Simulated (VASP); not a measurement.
Input of a VASP 6.6.1 run:

The input POSCAR:

```
Ag
1.0
    0.0000000000      2.0427500000      2.0427500000
    2.0427500000      0.0000000000      2.0427500000
    2.0427500000      2.0427500000      0.0000000000
Ag
1
Direct
    0.0000000000      0.0000000000      0.0000000000
```

The input INCAR.step1:

```
SYSTEM = Ag
PREC     = Accurate       ! precision mode
ENCUT    = 600            ! plane-wave cutoff, eV
EDIFF    = 1E-8           ! SCF threshold, eV
ISMEAR   = -1             ! smearing method
SIGMA    = 0.05           ! smearing width, eV
LREAL    = .False.        ! projectors in reciprocal space
LASPH    = .True.         ! aspherical terms in the spheres
NELM     = 60             ! most SCF steps
ALGO     = Normal         ! electronic algorithm
ISIF     = 3              ! what is computed and relaxed
LWAVE    = .False.        ! write WAVECAR
LCHARG   = .False.        ! write CHGCAR
GGA      = PE             ! functional
IBRION   = 2              ! ionic algorithm
NSW      = 40             ! ionic steps
EDIFFG   = -0.002         ! ionic threshold
```

The input INCAR.step2:

```
SYSTEM = Ag
PREC     = Accurate       ! precision mode
ENCUT    = 600            ! plane-wave cutoff, eV
EDIFF    = 1E-8           ! SCF threshold, eV
ISMEAR   = -1             ! smearing method
SIGMA    = 0.05           ! smearing width, eV
LREAL    = .False.        ! projectors in reciprocal space
LASPH    = .True.         ! aspherical terms in the spheres
NELM     = 60             ! most SCF steps
ALGO     = Normal         ! electronic algorithm
ISIF     = 2              ! what is computed and relaxed
LWAVE    = .False.        ! write WAVECAR
LCHARG   = .False.        ! write CHGCAR
GGA      = PE             ! functional
IBRION   = 8              ! ionic algorithm
NSW      = 1              ! ionic steps
```

The input KPOINTS:

```
Automatic mesh
0
Gamma
  8 8 8
  0 0 0
```

Potentials or basis: VASP PAW PBE potentials, release 64 (Ag).

Command:

```sh
$ cat potpaw_PBE.64/Ag/POTCAR > POTCAR
$ cp INCAR.step1 INCAR
$ mpirun -np 1 vasp_std > vasp.out
$ cp CONTCAR POSCAR
$ cp INCAR.step2 INCAR
$ mpirun -np 1 vasp_std > vasp.out
```

What does it give for the relaxed volume?

17.91 Å³/atom.

Predict the space group after relaxing (to 0.05 Å).

Fm-3m (No. 225).

Step by step:
| step | energy change (eV) | largest force (eV/Å) | pressure (GPa) | volume (Å³) |
| --- | --- | --- | --- | --- |
| 1 | 0.0000 | 0.0000 | 5.11 | 17.05 |
| 2 | -0.0092 | 0.0000 | -2.22 | 18.42 |
| 3 | -0.0129 | 0.0000 | 0.01 | 17.91 |
